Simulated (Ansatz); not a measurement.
# Hf: the cost of one run

Method: DFT PBE, scalar-relativistic, plane waves, PAW, in Ansatz 0.2.0.

5 further runs of the same task are left out: 5 set aside as unsound or not needed.

## (1) The system as given

It takes space group P6_3/mmc (No. 194, hexagonal). The conventional cell has a = 2.720 Å, b = 2.720 Å, c = 4.297 Å, α = 90.00°, β = 90.00°, γ = 120.00°. Around Ru (site symmetry -6m2) lie 12 Ru at 2.66 to 2.72 Å.

As a file:

```cif
data_structure
_symmetry_space_group_name_H-M 'P6_3/mmc'
_symmetry_Int_Tables_number 194
_cell_length_a 2.7200
_cell_length_b 2.7200
_cell_length_c 4.2968
_cell_angle_alpha 90.000
_cell_angle_beta 90.000
_cell_angle_gamma 120.000
_cell_volume 27.53
loop_
_atom_site_label
_atom_site_type_symbol
_atom_site_symmetry_multiplicity
_atom_site_Wyckoff_symbol
_atom_site_fract_x
_atom_site_fract_y
_atom_site_fract_z
_atom_site_occupancy
Ru1 Ru 2 c 0.33333 0.66667 0.25000 1
```

It goes back to an entry of the Materials Project.

This cell was relaxed beforehand with the same method: volume 13.77 Å³/atom, gap on the mesh none (metal).

## (2) Ru → Hf: the starting cell

Hf starts from the relaxed positions of Ru, with all lengths scaled by 1.134, a guess from tabulated radii.

## (3) Probe: one point at the start (Hf)

input.yaml

```yaml
crystal:
  lattice:
    - [3.0831559455, 0.0, 0.0]
    - [-1.5415779727, 2.6700913727, 0.0]
    - [0.0, 0.0, 4.8704522816]
  atoms:
    - { symbol: Hf, position: [0.3333333333, 0.6666666667, 0.25] }
    - { symbol: Hf, position: [0.6666666667, 0.3333333333, 0.75] }
basis:
  ecutwfc: 420
kpoints:
  mp_grid: { grid: [6, 6, 4] }
hamiltonian:
  xc: pbe
scf:
  occupations: { method: gaussian, width: 0.1 }
output:
  forces: true
  stress: true
  eigenvalues: true
```

Launch:

```sh
ansatz run input.yaml --threads 1 --pin off --max-ram 2560MiB --backend cpu --events-out ev --progress --plain --runs-dir out
```

What time and memory should one allow on 1 thread of Intel Xeon Platinum 8259CL at 2.50GHz (Skylake/Cascade Lake), shared host?

About 1.6 s, with a peak of 0.36 GiB.
